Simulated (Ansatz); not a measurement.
A 4-atom cell of MgTe (P6_3mc) from a materials database was relaxed with 5 functionals in the plane-wave code Ansatz, cell and atoms free, the symmetry of the start kept (meshes: PBE 6×6×4, r2SCAN 6×6×4, PBEsol 6×6×4, LDA 6×6×4, HSE06 6×6×2). Spin-unpolarised throughout; all numbers are computed.

The r2SCAN result:
```
Mg Te
1.0
     4.57773    0.00000    0.00000
    -2.28887    3.96443    0.00000
     0.00000    0.00000    7.45483
Mg Te
2 2
Cartesian
  0.0000 2.6430 7.4316
  2.2889 1.3215 3.7042
  0.0000 2.6430 2.7815
  2.2889 1.3215 6.5089
```

Space group P6_3mc (No. 186), hexagonal; conventional cell a = 4.578 Å, c = 7.455 Å, 33.82 Å³ an atom. Around Mg lie 4 Te at 2.80 Å; around Te lie 4 Mg at 2.80 Å.

Question: How does the cell change with HSE06?

Answer: a = 4.575 Å, c = 7.445 Å; the volume differs by -0.3 % from r2SCAN's. Mg is surrounded by 4 Te at 2.80 Å; Te is surrounded by 4 Mg at 2.80 Å.

Question: What lattice does PBE give?

Answer: a = 4.610 Å, c = 7.496 Å; the volume differs by +2.0 % from r2SCAN's. Mg has 4 Te at 2.82 Å; Te has 4 Mg at 2.82 Å.

Question: Held at the r2SCAN cell, what mean stress do LDA and PBE find, and does its sign point to their own minimum?

Answer: Yes. LDA -1.61 GPa, and its relaxed volume is -4.5 % from r2SCAN's; PBE +0.69 GPa, and its relaxed volume is +2.0 % from r2SCAN's. Compression counts positive, so a positive stress asks for a larger cell.
